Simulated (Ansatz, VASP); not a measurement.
**One calculation of BN, two programs**

```
B N
1.0
     2.49093    0.00000    0.00000
    -1.24547    2.15721    0.00000
     0.00000    0.00000    4.12171
B N
2 2
Direct
  0.33333 0.66667 0.00097
  0.66667 0.33333 0.50097
  0.33333 0.66667 0.37503
  0.66667 0.33333 0.87503
```

Alike in both runs: task single point; functional PBE; k mesh 12 × 12 × 7; occupations fermi-dirac, width 0.1 eV; no spin polarisation.

|  | VASP | Ansatz |
| --- | --- | --- |
| version | VASP 6.6.1 | Ansatz 0.2.0 |
| potentials or method | VASP PAW PBE potentials, release 64 (B, N), cutoff 520 eV | all-electron LAPW, scalar-relativistic |

```tsv
	VASP	Ansatz	Ansatz less VASP
gap on the k mesh at the Fermi level (eV)	5.04	5.05	+0.010
```

Ansatz ran all-electron here, so the differences hold the error of VASP's frozen core and of both bases.

Caveats: an odd mesh through Γ misses points on the zone boundary, where band edges often lie. PBE gaps usually lie below the measured ones, often by a third to a half.
